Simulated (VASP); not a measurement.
**VASP 6.6.1 run: CdS**

INCAR

```
EDIFF = 1E-7
PREC = Accurate
LASPH = .TRUE.
ENCUT = 520
NELMDL = -8
GGA = PE
SIGMA = 0.02
LCHARG = .FALSE.
LREAL = .FALSE.
IBRION = -1
LWAVE = .FALSE.
NELM = 65
NBANDS = 16
ISYM = 1
ISIF = 2
ISMEAR = -1
NSW = 0
```

KPOINTS

```
KPOINTS created by Atomic Simulation Environment
0
Gamma
8 8 8
0 0 0
```

POSCAR

```
Cd S
 1.0000000000000000
     0.0000000000000000    2.8804305461999999    2.8804305461999999
     2.8804305461999999    0.0000000000000000    2.8804305461999999
     2.8804305461999999    2.8804305461999999    0.0000000000000000
 Cd  S
   1   1
Cartesian
  0.0000000000000000  0.0000000000000000  0.0000000000000000
  1.4402152731000000  1.4402152731000000  1.4402152731000000
```

The recommended PBE PAW datasets give the neutral cell 18 valence electrons.

Command

```
mpirun -np 1 vasp_std
```

How does this run end, and what does it give?

It converged. Results: gap between bands v and c on the k mesh 1.23 eV; least direct gap on the k mesh 1.23 eV; pressure 5.9 GPa. Band v is the last that the valence electrons fill when counted band by band, and c is the next.

OSZICAR

```
N       E                     dE             d eps       ncg     rms          rms(c)
DAV:   1     0.111565174753E+03    0.11157E+03   -0.91056E+03   952   0.104E+03
DAV:   2    -0.229596626471E+01   -0.11386E+03   -0.10724E+03  1120   0.255E+02
DAV:   3    -0.658351118096E+01   -0.42875E+01   -0.42804E+01  1128   0.525E+01
DAV:   4    -0.660968544155E+01   -0.26174E-01   -0.26171E-01  1176   0.400E+00
DAV:   5    -0.661001326454E+01   -0.32782E-03   -0.32782E-03  1128   0.424E-01
DAV:   6    -0.661001950844E+01   -0.62439E-05   -0.62439E-05  1240   0.527E-02
DAV:   7    -0.661001964859E+01   -0.14015E-06   -0.14018E-06  1144   0.726E-03
DAV:   8    -0.661001965164E+01   -0.30448E-08   -0.29651E-08  1016   0.105E-03    0.882E+00
DAV:   9    -0.608994965081E+01    0.52007E+00   -0.81869E-01  1384   0.119E+01    0.696E+00
DAV:  10    -0.606917795349E+01    0.20772E-01   -0.21035E-01  1152   0.315E+00    0.330E+00
DAV:  11    -0.606947760886E+01   -0.29966E-03   -0.20081E-02  1080   0.183E+00    0.345E-01
DAV:  12    -0.606937408664E+01    0.10352E-03   -0.23207E-03  1096   0.744E-01    0.606E-02
DAV:  13    -0.606947803068E+01   -0.10394E-03   -0.24729E-04  1104   0.173E-01    0.610E-02
DAV:  14    -0.606955142537E+01   -0.73395E-04   -0.10581E-04  1040   0.874E-02    0.175E-02
DAV:  15    -0.606954606822E+01    0.53572E-05   -0.25242E-05  1240   0.679E-02    0.981E-03
DAV:  16    -0.606954713516E+01   -0.10669E-05   -0.37214E-06  1024   0.147E-02    0.975E-03
DAV:  17    -0.606954701569E+01    0.11947E-06   -0.17767E-07  1216   0.275E-03    0.411E-03
DAV:  18    -0.606954701288E+01    0.28058E-08   -0.83644E-09   720   0.762E-04
   1 F= -.60695470E+01 E0= -.60695470E+01  d E =-.107111E-11
```

For comparison, a separate PBE run of the intended cell, on usual settings and not on those above, gives a gap of 1.23 eV on its mesh and a pressure of 5.9 GPa.
